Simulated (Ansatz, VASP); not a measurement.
**LiCl in VASP and in Ansatz**

POSCAR

```
LiCl
1.0
    3.2711235777      0.0000000000      0.0000000000
    0.0000000000      3.2711235777      0.0000000000
    0.0000000000      0.0000000000      3.2711235777
Li Cl
1 1
Direct
    0.0000000000      0.0000000000      0.0000000000
    0.5000000000      0.5000000000      0.5000000000
```

INCAR.step1

```
PREC = Accurate ; ENCUT = 520
EDIFF = 1E-5 ; ISMEAR = 0
SIGMA = 0.01 ; LREAL = False
LASPH = True ; NELM = 80
ALGO = Normal ; ISIF = 2
LWAVE = True ; LCHARG = False
GGA = PE ; NBANDS = 12
```

File INCAR.step2:

```
PREC = Accurate ; ENCUT = 520
EDIFF = 1E-6 ; ISMEAR = 0
SIGMA = 0.01 ; LREAL = False
LASPH = True ; NELM = 80
ALGO = Normal ; ISIF = 2
LWAVE = False ; LCHARG = False
GGA = PE ; LHFCALC = True
AEXX = 0.35 ; HFSCREEN = 0.2078
PRECFOCK = Normal ; ISTART = 1
NBANDS = 12
```

The input KPOINTS:

```
Automatic mesh
0
Gamma
  4 4 4
```

Input for Ansatz:

```yaml
crystal:
  lattice:
    - [3.2711235777, 0.0, 0.0]
    - [0.0, 3.2711235777, 0.0]
    - [0.0, 0.0, 3.2711235777]
  atoms:
    - { symbol: Li, position: [0.0, 0.0, 0.0] }
    - { symbol: Cl, position: [0.5, 0.5, 0.5] }
kpoints:
  mp_grid: { grid: [4, 4, 4] }
hamiltonian:
  xc:
    exchange: pbe
    correlation: pbe
    exx: { coeff: 0.35, omega: 0.2078 }
scf:
  occupations: { method: fixed }
  n_extra_bands: 4
output:
  forces: true
  stress: true
  eigenvalues: true
```

Alike in both runs: task single point; functional PBE-based screened hybrid; k mesh 4 × 4 × 4; no spin polarisation.

|  | VASP | Ansatz |
| --- | --- | --- |
| version | VASP 6.6.1 | Ansatz 0.2.0 |
| potentials or method | VASP PAW PBE potentials, release 64 (Li_sv, Cl) | plane waves |
| plane-wave cutoff (eV) | 520 | 420 |
| occupations | gaussian, width 0.01 eV | fixed |
| valence electrons in the cell | 10 | 10 |

```tsv
	VASP	Ansatz	Ansatz less VASP
gap on the k mesh at the Fermi level (eV)	6.22	6.21	-0.009
```

Ansatz warned: «stress_exchange_threshold_loose».

Caveats: the k mesh is coarse (spacing up to 0.48 Å⁻¹), so the values aren't converged. A k mesh can miss the band edges.
